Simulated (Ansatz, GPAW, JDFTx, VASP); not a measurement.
# One calculation of Bi, 4 ways

```
Bi
1.0
     2.26750    1.30914    3.93800
    -2.26750    1.30914    3.93800
     0.00000   -2.61828    3.93800
Bi
2
Direct
  0.76600 0.76600 0.76600
  0.23400 0.23400 0.23400
```

Alike in all runs: task single point; functional LDA; k mesh 7 × 7 × 7; occupations gaussian, width 0.02 eV; no spin polarisation; no spin-orbit coupling. LDA stands for any of its common fits. Pressure is positive in compression and, in plane waves, holds the error of the finite cutoff.

```csv
program and potentials,plane-wave cutoff (eV),notes,pressure (GPa),largest force (eV/Å)
"VASP, LDA PAW files Bi, 500 eV",500,5 valence electrons an atom on average,-1.42,0.090
"Ansatz, all-electron LAPW, scalar-relativistic",-,-,?,-
"JDFTx, PseudoDojo-SR-LDA-0.4.1-standard with smoothed tails",952,15 valence electrons an atom on average,-1.55,0.059
"GPAW, the program's PAW data sets (release 1.2.1) made for this functional",600,15 valence electrons an atom on average,-1.71,-
```

Question: Estimate from the other rows what the run with Ansatz, all-electron LAPW, scalar-relativistic gave.

Answer: Pressure -1.57 GPa. The other rows, which needn't bracket it: pressure -1.71 to -1.42; largest force 0.059 to 0.090.
